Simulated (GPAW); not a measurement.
## SiC (Moissanite) in GPAW: convergence with basis set

Input of the first run (basis set lcao:sz(dzp)); the others differ in this setting and in those tied to it:

run.py

```python
from ase.dft.bandgap import bandgap
from ase.io import read, write
from gpaw import GPAW

atoms = read('SiC.xyz')

calc = GPAW(mode='lcao',
            h=0.16,
            basis='sz(dzp)',
            xc='PBE',
            kpts={'size': (8, 8, 4), 'gamma': True},
            occupations={'name': 'fermi-dirac', 'width': 0.05},
            convergence={'density': 1e-05, 'energy': 1e-05},
            maxiter=100,
            txt='gpaw.txt')
atoms.calc = calc
energy = atoms.get_potential_energy()
forces = atoms.get_forces()
calc.write('gs.gpw')
write('result.traj', atoms)
print(f'Energy: {energy:.6f} eV')
print('Forces (eV/A):')
print(forces.round(4))
print('Fermi level:', round(calc.get_fermi_level(), 4), 'eV')
print(f'Gap: {bandgap(calc)[0]:.4f} eV, direct: {bandgap(calc, direct=True)[0]:.4f} eV')
```

File SiC.xyz:

```xyz
4
Lattice="3.0760000000 0.0000000000 0.0000000000 -1.5380000000 2.6638941420 0.0000000000 0.0000000000 0.0000000000 5.0480000000" Properties=species:S:1:pos:R:3 pbc="T T T"
Si     1.5380000002      0.8879647139      2.5240000000
Si    -0.0000000002      1.7759294281      0.0000000000
C      1.5380000002      0.8879647139      4.4674800000
C     -0.0000000002      1.7759294281      1.9434800000
```

Potentials or basis: GPAW PAW data sets (gpaw-data 1.2.1), lcao:sz(dzp).

Run with:

```bash
$ OMP_NUM_THREADS=1 python run.py
```

Hardware: 1 thread of Arm Neoverse V1 (shared host).

Problem. The values tried are lcao:sz(dzp), lcao:szp(dzp), lcao:dz(dzp), lcao:dzp, fd, pw, loosest first. From which on does the gap on the mesh stay within 0.01 eV of the tightest run that finished?

Solution. From lcao:dzp on.

| basis set | energy less the tightest run, at zero smearing (meV/atom) | largest force (eV/Å) | gap on the mesh (eV) | SCF cycles | CPU time (s) | peak memory (GiB) |
| --- | --- | --- | --- | --- | --- | --- |
| lcao:sz(dzp) | 971.98 | 1.185 | 4.327 | 8 | 48 | 0.17 |
| lcao:szp(dzp) | 360.60 | 0.853 | 2.807 | 9 | 200 | 0.19 |
| lcao:dz(dzp) | 676.65 | 0.920 | 2.705 | 9 | 71 | 0.17 |
| lcao:dzp | 180.10 | 0.844 | 2.565 | 9 | 240 | 0.2 |
| fd | -0.60 | 0.773 | 2.569 | 12 | 57 | 0.27 |
| pw | 0.00 | 0.768 | 2.571 | 10 | 29 | 0.17 |

Against the tightest run, the energy stays within 1 meV/atom from fd on. Not settled before the last step: the largest force (to 0.005 eV/Å). The tightest run that finished is the yardstick and may itself not be fully converged.
